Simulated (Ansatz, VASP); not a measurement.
**One calculation of MgH2, two programs**

```
CELL_PARAMETERS angstrom
4.43440 0.00000 0.00000
0.00000 4.43440 0.00000
0.00000 0.00000 2.98785
ATOMIC_POSITIONS crystal
Mg 0.50000 0.50000 0.50000
Mg 0.00000 0.00000 0.00000
H 0.69575 0.69575 0.00000
H 0.80425 0.19575 0.50000
H 0.30425 0.30425 0.00000
H 0.19575 0.80425 0.50000
```

Alike in both runs: functional PBE; dispersion D3(BJ); k mesh 6 × 6 × 8; occupations gaussian, width 0.02 eV; no spin polarisation.

Ansatz relaxed the structure, and its values are those at the end. VASP's run is a single point on that final structure, the one shown.

|  | VASP | Ansatz |
| --- | --- | --- |
| version | VASP 6.6.1 | Ansatz 0.2.0 |
| potentials or method | VASP PAW PBE potentials, release 64 (Mg, H) | scalar-relativistic, plane waves, PAW |
| plane-wave cutoff (eV) | 520 | 420 |
| valence electrons in the cell | 8 | 24 |

|  | VASP | Ansatz | Ansatz less VASP |
| --- | --- | --- | --- |
| gap on the k mesh at the Fermi level (eV) | 3.83 | 3.84 | +0.009 |
| least direct gap on the mesh (eV) | 4.67 | 4.68 | +0.008 |
| pressure (GPa) | -0.3 | 0.0 | +0.29 |

The two sets of potentials don't hold the same shells in valence.

A k mesh can miss the band edges.
